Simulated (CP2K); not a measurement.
BeTe under changes of volume

One of the cells (21.254 Å³/atom); the others are scaled copies at fixed shape and fractional positions:

```
Te Be
1.0
     3.91737    0.00000    0.00000
     1.95869    3.39254    0.00000
     1.95869    1.13085    3.19852
Te Be
1 1
Direct
  0.75000 0.75000 0.75000
  0.00000 0.00000 0.00000
```

```yaml
Program: CP2K 2026.2
Functional: PBE
Potentials_or_basis: POTENTIAL_UZH Te GTH-PBE-q6, Be GTH-PBE-q2; TZVP-MOLOPT-PBE-GTH basis
Density_cutoff: 11565 eV
k_mesh: 8 × 8 × 8
Occupations: fermi-dirac, width 0.05 eV
Spin: no spin polarisation
```

```tsv
volume (Å³/atom)	energy over the lowest point (meV/atom)	pressure (GPa)	gap on the mesh (eV)
19.979	75.62	9.5	2.32
20.404	?	?	?
20.829	34.53	6.1	2.43
21.254	20.45	4.5	2.48
21.679	10.27	3.2	2.52
22.104	3.54	1.9	2.56
22.529	0.00	0.8	2.60
```

What does the run at 20.404 Å³/atom give?

Energy over the lowest point 52.78 meV/atom; pressure 7.7 GPa; gap on the mesh 2.38 eV.

Worked out: A Birch-Murnaghan fit of order 3 (a polynomial in V^(-2/3)) to the other rows has its minimum at 22.84 Å³/atom, just outside them, with B0 = V·E''(V) = 55 GPa and B' = 3.9. It gives 52.76 meV/atom at 20.404 Å³/atom, against the run's 52.78, and -dE/dV = 7.7 GPa, against 7.7. A straight line through the other rows of the gap, of slope 2.32 eV per unit of ln V, gives 2.38 eV, against the run's 2.38.

Energies are extrapolated to zero smearing.

Caveats: spin-orbit coupling is left out, which moves the levels of the heavy elements; the basis of atomic orbitals isn't converged, which shifts pressures, moduli and gaps.

A mesh can miss the band edges.
